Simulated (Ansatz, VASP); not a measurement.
# KCl in VASP and in Ansatz

```
CELL_PARAMETERS angstrom
3.75657 0.00000 0.00000
0.00000 3.75657 0.00000
0.00000 0.00000 3.75657
ATOMIC_POSITIONS crystal
K 0.00000 0.00000 0.00000
Cl 0.50000 0.50000 0.50000
```

Alike in both runs: task single point; functional PBE; k mesh 6 × 6 × 6; no spin polarisation.

|  | VASP | Ansatz |
| --- | --- | --- |
| version | VASP 6.6.1 | Ansatz 0.2.0 |
| potentials or method | VASP PAW PBE potentials, release 64 (K_sv, Cl) | plane waves, PAW |
| plane-wave cutoff (eV) | 520 | 420 |
| occupations | gaussian, width 0.01 eV | fixed |
| valence electrons in the cell | 16 | 16 |

|  | VASP | Ansatz | Ansatz less VASP |
| --- | --- | --- | --- |
| gap on the k mesh at the Fermi level (eV) | 5.08 | 5.08 | +0.002 |
| pressure (GPa) | 1.4 | 1.4 | -0.03 |

A k mesh can miss the band edges. Expect the measured gap to be larger: semilocal functionals such as PBE lack the derivative discontinuity.
